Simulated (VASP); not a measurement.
The system is HfO2.

```
Hf O
1.0
     4.81353    0.00000    0.00000
     0.00000    4.81353    0.00000
     0.00000    0.00000    3.20542
Hf O
2 4
Direct
  0.50000 0.50000 0.50000
  0.00000 0.00000 0.00000
  0.80504 0.19496 0.50000
  0.69496 0.69496 0.00000
  0.30504 0.30504 0.00000
  0.19496 0.80504 0.50000
```

Measurements of this composition are mostly on another form, of space group No. 14.

```yaml
Program: VASP 6.6.1
Task: relaxation of cell and atoms
Functional: BEEF-vdW
Potentials_or_basis: VASP PAW PBE potentials, release 64 (Hf_pv, O)
Cutoff: 600 eV
k_mesh: 6 × 6 × 8
Occupations: fermi-dirac, width 0.05 eV
Spin: no spin polarisation
```

At the start: pressure 6.6 GPa; volume 12.38 Å³/atom.

Task: Where does the relaxation end?

Result: Over 8 steps the energy falls by 7.2 meV/atom and the volume is 12.74 Å³/atom (+2.9 %); space group P4_2/mnm (No. 136, to 0.05 Å).

Step by step:
| step | energy change (eV) | largest force (eV/Å) | pressure (GPa) | volume (Å³) |
| --- | --- | --- | --- | --- |
| 1 | 0.0000 | 0.0591 | 6.55 | 74.27 |
| 2 | 0.0600 | 0.2187 | -8.69 | 79.85 |
| 3 | -0.0419 | 0.0610 | 0.15 | 76.38 |
| 4 | -0.0419 | 0.0628 | -0.08 | 76.42 |
| 5 | -0.0429 | 0.0085 | -0.20 | 76.52 |
| 6 | -0.0429 | 0.0042 | -0.15 | 76.52 |
| 7 | -0.0429 | 0.0053 | 0.18 | 76.40 |
| 8 | -0.0429 | 0.0048 | 0.03 | 76.45 |

Final structure:
```
Hf O
1.0
     4.86439    0.00000    0.00000
     0.00000    4.86439    0.00000
     0.00000    0.00000    3.23102
Hf O
2 4
Direct
  0.50000 0.50000 0.50000
  0.00000 0.00000 0.00000
  0.80521 0.19479 0.50000
  0.69479 0.69479 0.00000
  0.30521 0.30521 0.00000
  0.19479 0.80521 0.50000
```

Caveat: the PAW data sets were made with another functional, which shifts forces and pressure a little.
